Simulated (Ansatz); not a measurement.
Runs of Ansatz 0.2.0 on HgTe (Coloradoite). It takes space group F-43m (No. 216, cubic). Conventional cell: a = 6.429 Å, b = 6.429 Å, c = 6.429 Å, α = 90.00°, β = 90.00°, γ = 90.00°. Hg (site symmetry -43m) has 4 Te at 2.78 Å as nearest neighbours. Te (site symmetry -43m) is surrounded by 4 Hg at 2.78 Å. 

```tsv
task	potentials or basis	k mesh	cutoff (eV)	smearing	basis error allowed	mesh quality	gap on the mesh (eV)	pressure (GPa)
single point	all-electron LAPW, scalar-relativistic	4 × 4 × 4	262	fermi-dirac 0.03 eV	0.001 eV/atom	coarse	none	2.2
phonons	all-electron LAPW, scalar-relativistic	7 × 7 × 7	282	fermi-dirac 0.05 eV	0.001 eV/atom	not flagged	none	-
elastic constants	all-electron LAPW, scalar-relativistic	5 × 5 × 5	282	fermi-dirac 0.05 eV	0.001 eV/atom	coarse	none	1.9
density of states	all-electron PAW datasets made for the crystal	7 × 7 × 7	240	fermi-dirac 0.05 eV	-	not flagged	none	(a)
```

Alike in all rows: level PBEsol; no spin polarisation; cell as given.

Q: Estimate the missing entries.

A: (a) 1.8.

Caveats: some runs use coarse meshes; the k mesh is thin for a metal, which can move the energy by tens of meV per atom (some runs); a metal's response needs a denser mesh (some runs); elastic constants of metals need much finer meshes, so these are rough (some runs); the program warned that the printed levels may be off, so bands, gaps and densities of states are rough (some runs).

A k mesh can miss the band edges, and the runs leave out spin-orbit coupling on Hg, Te.

A gap of «none» marks a metal or a gap under the smearing width.

The runs don't all hold the same shells in valence.
